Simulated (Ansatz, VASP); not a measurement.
**Two plane-wave programs on F**

```
F
1.0
     0.00000    1.65404    1.65404
     1.65404    0.00000    1.65404
     1.65404    1.65404    0.00000
F
1
Cartesian
  0.0000 0.0000 0.0000
```

Change from the starting cell: volume scaled by 0.88, PAW files.

Alike in both runs: task single point; functional PBE; k mesh 17 × 17 × 17; occupations fermi-dirac, width 0.1 eV; no spin polarisation.

|  | VASP | Ansatz |
| --- | --- | --- |
| version | VASP 6.6.1 | Ansatz 0.2.0 |
| potentials or method | VASP PAW PBE potentials, release 64 (F) | PAW with Ansatz's default frozen-core files, scalar-relativistic |
| plane-wave cutoff (eV) | 520 | 420 |
| valence electrons in the cell | 7 | 7 |

```tsv
	VASP	Ansatz	Ansatz less VASP
pressure (GPa)	7.8	8.5	+0.70
```

With one functional, cell and mesh, what is left measures potentials, basis and numerics.

Caveats: an odd number of electrons without spin polarisation forces a metal; a magnetic or distorted state may lie lower.
